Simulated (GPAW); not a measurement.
# Mg3Sb2 (P-3m1) in GPAW: reference runs

Aim: a first look at Mg3Sb2 with PBE, on the cell as given.

Program: GPAW 26.7.0. These are calculated values, not measurements. Logs are shortened: lines on timing, memory, paths and dates and some standing lists are left out, and cuts for length are marked. The log counts tension as positive stress, the text compression.

## 1. The crystal as given

The structure is trigonal, space group P-3m1 (No. 164). The conventional cell has a = 4.582 Å, b = 4.582 Å, c = 7.244 Å, α = 90.00°, β = 90.00°, γ = 120.00°. Around Sb (site symmetry 3m) lie 7 Mg at 2.82 to 3.15 Å. Mg (site symmetry -3m) is surrounded by 6 Sb at 3.15 Å. Around Mg (site symmetry 3m) lie 4 Sb at 2.82 to 2.86 Å.

## 2. Single point, PBE

File run.py:

```python
from ase import Atoms
from ase.dft.bandgap import bandgap
from ase.io import write
from ase.units import Bohr, GPa
from gpaw import GPAW, PW
from gpaw.elf import elf_from_dft_calculation

atoms = Atoms(['Sb', 'Sb', 'Mg', 'Mg', 'Mg'],
              cell=[[4.582, 0.0, 0.0],
                    [-2.291, 3.9681284001, 0.0],
                    [0.0, 0.0, 7.244]],
              scaled_positions=[[0.6666666667, 0.3333333333, 0.765],
                                [0.3333333333, 0.6666666667, 0.235],
                                [0.0, 0.0, 0.0],
                                [0.6666666667, 0.3333333333, 0.37],
                                [0.3333333333, 0.6666666667, 0.63]],
              pbc=True)

calc = GPAW(mode=PW(800),
            xc='PBE',
            kpts={'size': (7, 7, 4), 'gamma': True},
            occupations={'name': 'fermi-dirac', 'width': 0.05},
            nbands=47,
            convergence={'density': 1e-05, 'energy': 1e-05},
            maxiter=150,
            txt='gpaw.txt')
atoms.calc = calc
energy = atoms.get_potential_energy()
forces = atoms.get_forces()
stress = atoms.get_stress()
calc.write('gs.gpw')
write('result.traj', atoms)
print(f'Energy: {energy:.6f} eV')
print('Forces (eV/A):')
print(forces.round(4))
print('Stress (GPa):', (stress / GPa).round(3))
print('Fermi level:', round(calc.get_fermi_level(), 4), 'eV')
print(f'Gap: {bandgap(calc)[0]:.4f} eV, direct: {bandgap(calc, direct=True)[0]:.4f} eV')

# fields on the real-space grid
write('density.cube', atoms, data=calc.get_pseudo_density() * Bohr**3)
write('potential.cube', atoms, data=calc.get_electrostatic_potential())
write('elf.cube', atoms, data=elf_from_dft_calculation(calc).data)
```

Potentials or basis: GPAW PAW data sets (gpaw-data 1.2.1), pw.

The run is started by

```
$ OMP_NUM_THREADS=1 python run.py
```

gpaw.txt:

```text
__  _  _
 | _ |_)|_||  |
 |__||  | ||/\| - 26.7.0

Input parameters:
  mode=PW(ecut=800.0),
  convergence={'density': 1e-05, 'energy': 1e-05},
  kpts=MonkhorstPack(size=(7, 7, 4), gamma=True),
  maxiter=150,
  nbands=47,
  occupations=Occupations(name='fermi-dirac', width=0.05),
  xc=XC(name='PBE')

Diagonalizing LCAO Hamiltonian
Converting LCAO to pw mode

         Mg  Sb

             Mg
         Sb

       Mg

Atoms  # Å, Bohr magnetons
|   | symbol |         x |        y |        z |    initial magnetic moments |
|---|--------|-----------|----------|----------|-----------------------------|
| 0 |     Sb |  2.291000 | 1.322709 | 5.541660 | ( 0.0000,  0.0000,  0.0000) |
| 1 |     Sb | -0.000000 | 2.645419 | 1.702340 | ( 0.0000,  0.0000,  0.0000) |
| 2 |     Mg |  0.000000 | 0.000000 | 0.000000 | ( 0.0000,  0.0000,  0.0000) |
| 3 |     Mg |  2.291000 | 1.322709 | 2.680280 | ( 0.0000,  0.0000,  0.0000) |
| 4 |     Mg | -0.000000 | 2.645419 | 4.563720 | ( 0.0000,  0.0000,  0.0000) |

Unit cell  # Å
| periodic |         x |        y |        z |  lengths |     angles |
|----------|-----------|----------|----------|----------|------------|
|      yes |  4.582000 | 0.000000 | 0.000000 | 4.582000 |  90.000000 |
|      yes | -2.291000 | 3.968128 | 0.000000 | 4.582000 |  90.000000 |
|      yes |  0.000000 | 0.000000 | 7.244000 | 7.244000 | 120.000000 |

Number of symmetries: 12
Symmetry operations  # r_c * U_cc + t_c -> r_c
|    | kind |            matrix            |
|----|------|------------------------------|
|  0 |  σ   |  1, 1, 0,  0,-1, 0,  0, 0, 1 |
|  1 |  S6  |  1, 1, 0, -1, 0, 0,  0, 0,-1 |
|  2 |  E   |  1, 0, 0,  0, 1, 0,  0, 0, 1 |
|  3 |  C2  |  1, 0, 0, -1,-1, 0,  0, 0,-1 |
|  4 |  C2  |  0, 1, 0,  1, 0, 0,  0, 0,-1 |
|  5 |  C3  |  0, 1, 0, -1,-1, 0,  0, 0, 1 |
|  6 |  S6  |  0,-1, 0,  1, 1, 0,  0, 0,-1 |
|  7 |  σ   |  0,-1, 0, -1, 0, 0,  0, 0, 1 |
|  8 |  σ   | -1, 0, 0,  1, 1, 0,  0, 0, 1 |
|  9 |  i   | -1, 0, 0,  0,-1, 0,  0, 0,-1 |
| 10 |  C3  | -1,-1, 0,  1, 0, 0,  0, 0, 1 |
| 11 |  C2  | -1,-1, 0,  0, 1, 0,  0, 0,-1 |

BZ-sampling:
  Number of BZ points: 196
  Number of IBZ points: 28

  Monkhorst-Pack size: [7, 7, 4]
  Monkhorst-Pack shift: [0.0, 0.0, 0.125]

K-points  # in reciprocal-cell coordinates
|     |                                coordinates |     weight |
|-----|--------------------------------------------|------------|
|   0 | (  0.00000000,   0.00000000,   0.00000000) | 0.00510204 |
|   1 | (  0.00000000,   0.00000000,   0.25000000) | 0.01020408 |
|   2 | (  0.00000000,   0.00000000,   0.50000000) | 0.00510204 |
|   3 | (  0.14285714,   0.00000000,  -0.25000000) | 0.03061224 |
|   4 | (  0.14285714,   0.00000000,   0.00000000) | 0.03061224 |
|   5 | (  0.14285714,   0.00000000,   0.25000000) | 0.03061224 |
|   6 | (  0.14285714,   0.00000000,   0.50000000) | 0.03061224 |
|   7 | (  0.28571429,  -0.14285714,   0.00000000) | 0.03061224 |
|   8 | (  0.28571429,  -0.14285714,   0.25000000) | 0.06122449 |
|   9 | (  0.28571429,  -0.14285714,   0.50000000) | 0.03061224 |
| ... |                                            |            |
|  27 | (  0.42857143,   0.42857143,   0.50000000) | 0.03061224 |

Plane wave coefficients: 6792
Cutoff: 800.0 eV

Spin-components: 1 (collinear spins)
Bands:           47
Projectors:      27
Spin-degeneracy: 2
Datatype:        complex128

Parallelization:
  kpt:    1
  domain: 1
  band:   1

Density:
  Valence electrons: 60.0
  Components: 1
  Grid points: [30 30 48]
  Charge: 0.0  # |e|

Potential:
  Grid points: [30 30 48]

species:
  Sb:
    name:    Antimony
    Z:       51.0
    valence: 15
    core:    36
    charge:  0.0  # [|e|]
    compensation charges:
      type: gauss
      rc: 0.36  # [Å]
      lmax: 2
    cutoffs:
      filter: 2.23  # [Å]
      core: 2.23  # [Å]
    projectors
    | kind |    occ | energy [eV] | rcut [Å] |
    |------|--------|-------------|----------|
    |   5s |  2.000 |     -12.815 |    1.154 |
    |   5p |  3.000 |      -4.830 |    1.233 |
    |   4d | 10.000 |     -33.514 |    1.196 |
    |    s |        |      14.396 |    1.154 |
    |    p |        |      22.381 |    1.233 |
    |    d |        |      -6.303 |    1.196 |

    Using partial waves for Sb as LCAO basis

  Mg:
    name:    Magnesium
    Z:       12.0
    valence: 10
    core:    2
    charge:  0.0  # [|e|]
    compensation charges:
      type: gauss
      rc: 0.33  # [Å]
      lmax: 2
    cutoffs:
      filter: 1.86  # [Å]
      core: 0.54  # [Å]
    projectors
    | kind |    occ | energy [eV] | rcut [Å] |
    |------|--------|-------------|----------|
    |   2s |  2.000 |     -79.840 |    1.090 |
    |   3s |  2.000 |      -4.705 |    1.090 |
    |   2p |  6.000 |     -46.613 |    1.085 |
    |   3p |  0.000 |      -1.330 |    1.085 |
    |    d |        |       0.000 |    1.037 |

    Using partial waves for Mg as LCAO basis

Reference energy: -368912.051162  # eV

eigensolver:
  PPCG
  Converge bands: occupied
  niter=2

density mixing:
  MSR1-Mixer
  Pratt-step length: 0.05
  Maximum mixing coefficient: 0.75
  Old densities: 10
  SVD Regularization: 0.005
  Good broyden scale: 1.0
  Trust region scale: 1.0
  Backstep threshold: 4.0
  History deletion threshold: 6.0
  Fourier metric: weight=20.0, sigma=0.015

occupation numbers:
  Fermi-Dirac:
    width: 0.0500  # eV

poisson solver:
  ecut: 6400.0  # eV

xc functional:
  name: PBE with 2 nearest neighbor stencil

convergence criteria:
[... 6 lines left out ...]
|iter     | |      energy | eigst |  dens |
|---------|-|-------------|-------|-------|
|iter:   1| |  -15.938960 | +0.60 |       |
|iter:   2| |  -15.912637 | -1.41 | -1.34 |
|iter:   3| |  -16.096808 | -0.92 | -1.38 |
|iter:   4| |  -15.649352 | -1.11 | -1.55 |
|iter:   5| |  -15.553171 | -2.05 | -1.84 |
|iter:   6| |  -15.556202 | -3.20 | -2.33 |
|iter:   7| |  -15.556404 | -4.51 | -2.96 |
|iter:   8| |  -15.556410c| -5.38 | -3.78 |
|iter:   9| |  -15.556410c| -6.50 | -4.46 |
|iter:  10| |  -15.556410c| -7.58c| -5.06c|

Converged in 10 steps
Energy contributions relative to reference atoms: (reference = -368912.051162)

Energy contributions:
  Kinetic:          -4.665796
  Coulomb:           7.012561
  Zero:              0.345287
  External:          0.000000
  Xc:              -18.248269
  Entropy:          -0.000388
  Spinorbit:         0.000000
  ----------------------------
  Free energy:     -15.556605
  Extrapolated:    -15.556410

dipole moment: (-3.294244, -5.705799, -10.416197)  # |e|*Ang

Fermi level: 4.788
Eigenvalues  # (at kpt = [0.000, 0.000, 0.000])
| band index |      eig [eV] | occ [0-2] |
|------------|---------------|-----------|
|          0 |       -72.444 |     2.000 |
|        ... |               |           |
|         22 |        -5.537 |     2.000 |
|         23 |        -4.326 |     2.000 |
|         24 |        -0.162 |     2.000 |
|         25 |         3.622 |     2.000 |
|         26 |         3.622 |     2.000 |
|         27 |         4.335 |     2.000 |
[... 8 lines left out ...]
|         36 |         8.836 |     0.000 |
|         37 |         9.798 |     0.000 |
|        ... |               |           |
|         46 |        16.000 |     0.000 |

Gap: 0.369 eV
Transition (v -> c):
  (s=0, k=0, n=29, [0.00, 0.00, 0.00]) -> (s=0, k=18, n=30, [0.43, 0.00, -0.25])
Direct/indirect transitions are different
Direct gap: 1.182 eV
Transition at: (s=0, k=0, n=29, [0.00, 0.00, 0.00])

Forces  # eV/Ang
|        x |        y |        z |
|----------|----------|----------|
|  0.00000 |  0.00000 |  0.46694 |  # Sb   0
| -0.00000 |  0.00000 | -0.46694 |  # Sb   1
|  0.00000 |  0.00000 |  0.00000 |  # Mg   2
|  0.00000 |  0.00000 | -0.15483 |  # Mg   3
|  0.00000 | -0.00000 |  0.15483 |  # Mg   4

Stress tensor  # eV/Ang^3
|         x |         y |         z |
|-----------|-----------|-----------|
| -0.003398 |  0.000000 |  0.000000 |
|  0.000000 | -0.003398 |  0.000000 |
|  0.000000 |  0.000000 | -0.007754 |

# Writing to gs.gpw (mode='')
```

Wall time 2.7 min (1 thread of Arm Neoverse V2, shared host); peak memory 0.39 GiB.

Results:

```yaml
Free_energy: -15.5566 eV
Pressure: 0.8 GPa
Largest_force: 0.467 eV/Å
Band_gap_on_the_k_mesh: 0.37 eV, indirect (least direct gap 1.18 eV)
```

Forces in eV/Å, atoms in the order of the input:
```
Sb   0.000  0.000  0.467
Sb   0.000  0.000 -0.467
Mg   0.000  0.000  0.000
Mg   0.000  0.000 -0.155
Mg   0.000  0.000  0.155
```

Caveat: spin-orbit coupling is left out, which moves the levels of the heavy elements; an odd mesh through Γ misses points on the zone boundary, where band edges often lie.
